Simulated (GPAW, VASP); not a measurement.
This is a calculation of InAs for VASP 6.6.1. 

Contents of INCAR:

```
PREC     = Accurate       # precision mode
ENCUT    = 520            # plane-wave cutoff, eV
EDIFF    = 1E-6           # SCF threshold, eV
ISMEAR   = 0              # smearing method
SIGMA    = 0.014          # smearing width, eV
LREAL    = False          # projectors in reciprocal space
LASPH    = True           # aspherical terms in the spheres
NELM     = 100            # most SCF steps
ALGO     = Fast           # electronic algorithm
ISIF     = 2              # what is computed and relaxed
LWAVE    = False          # write WAVECAR
LCHARG   = True           # write CHGCAR
GGA      = PE             # functional
LELF     = True           # ELF
LVHAR    = True
```

KPOINTS

```
Automatic mesh
0
Gamma
  8 8 8
```

The input POSCAR:

```
InAs
1.0
    0.0000000000      3.0180000000      3.0180000000
    3.0180000000      0.0000000000      3.0180000000
    3.0180000000      3.0180000000      0.0000000000
In As
1 1
Direct
    0.0000000000      0.0000000000      0.0000000000
    0.7500000000      0.7500000000      0.7500000000
```

Potentials or basis: VASP PAW PBE potentials, release 64 (In_d, As).

Command:

```console
$ cat potpaw_PBE.64/In_d/POTCAR potpaw_PBE.64/As/POTCAR > POTCAR
$ mpirun -np 1 vasp_std > vasp.out
```

Question: Set up the same calculation for GPAW 26.7.0 (ASE script). Potentials or basis there: GPAW PAW data sets (gpaw-data 1.2.1), cutoff 600 eV.

Answer: As run (cutoffs and basis follow the program's own potentials, and thresholds, step limits or extra output files can differ):

Contents of run.py:

```python
from ase.dft.bandgap import bandgap
from ase.io import read, write
from ase.units import GPa
from gpaw import GPAW, PW

atoms = read('POSCAR')

calc = GPAW(mode=PW(600),
            xc='PBE',
            kpts={'size': (8, 8, 8), 'gamma': True},
            occupations={'name': 'methfessel-paxton', 'order': 0, 'width': 0.014},
            nbands=18,
            convergence={'density': 1e-05, 'energy': 1e-05},
            maxiter=150,
            txt='gpaw.txt')
atoms.calc = calc
energy = atoms.get_potential_energy()
forces = atoms.get_forces()
stress = atoms.get_stress()
calc.write('gs.gpw')
write('result.traj', atoms)
print(f'Energy: {energy:.6f} eV')
print('Forces (eV/A):')
print(forces.round(4))
print('Stress (GPa):', (stress / GPa).round(3))
print('Fermi level:', round(calc.get_fermi_level(), 4), 'eV')
print(f'Gap: {bandgap(calc)[0]:.4f} eV, direct: {bandgap(calc, direct=True)[0]:.4f} eV')
```

POSCAR

```
InAs
1.0
    0.0000000000      3.0180000000      3.0180000000
    3.0180000000      0.0000000000      3.0180000000
    3.0180000000      3.0180000000      0.0000000000
In As
1 1
Direct
    0.0000000000      0.0000000000      0.0000000000
    0.7500000000      0.7500000000      0.7500000000
```

Potentials or basis: GPAW PAW data sets (gpaw-data 1.2.1), pw.

Command:

```sh
$ OMP_NUM_THREADS=1 python run.py
```

Both were run:

|  | VASP | GPAW |
| --- | --- | --- |
| Pressure | 4.4 GPa | 4.0 GPa |

Pressure is positive in compression.
